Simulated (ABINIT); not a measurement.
Runs of ABINIT 10.8.3 (patched build) on Zn. Symmetry: P6_3/mmc, No. 194, hexagonal system. Conventional cell: a = 2.670 Å, b = 2.670 Å, c = 4.966 Å, α = 90.00°, β = 90.00°, γ = 120.00°. Around Zn (site symmetry -6m2) lie 12 Zn at 2.67 to 2.92 Å. 

```tsv
task	level	potentials or basis	cell	k mesh	cutoff (eV)	smearing	cell freedom (optcell)	optimiser (ionmov)	cutoff smearing ecutsm (Ha)	force stop (Ha/bohr)	stop of the response cycle (tolvrs)	gap on the mesh (eV)	pressure (GPa)	relaxed volume (Å³/atom)
relaxation of cell and atoms	PBEsol	PseudoDojo NC SR PBEsol v0.4.1 standard	relaxed	8 × 8 × 4	1143	fermi-dirac 0.05 eV	2	2	0.5	2e-05	-	none	0.0	13.92
relaxation of cell and atoms	LDA	PseudoDojo NC SR LDA v0.4.1 standard	relaxed	8 × 8 × 4	1088	fermi-dirac 0.05 eV	2	2	0.5	2e-05	-	none	0.0	13.33
single point	PBE	PseudoDojo NC SR PBE v0.4.1 standard	as given	8 × 8 × 4	1088	fermi-dirac 0.05 eV	-	-	-	-	-	none	-0.8	-
phonons	PBE	PseudoDojo NC SR PBE v0.4.1 standard	as given	12 × 12 × 8	1088	methfessel-paxton 0.1 eV	-	-	-	-	1e-09	none	(a)	-
```

Alike in all rows: no spin polarisation.

Estimate the missing entries.

(a) -1.0.

Caveats: the volume moved by -13 % from the deposited cell, more than functionals usually miss (some runs).

A k mesh can miss the band edges.

A gap of «none» marks a metal or a gap under the smearing width.

Not every run made on this cell is shown here.
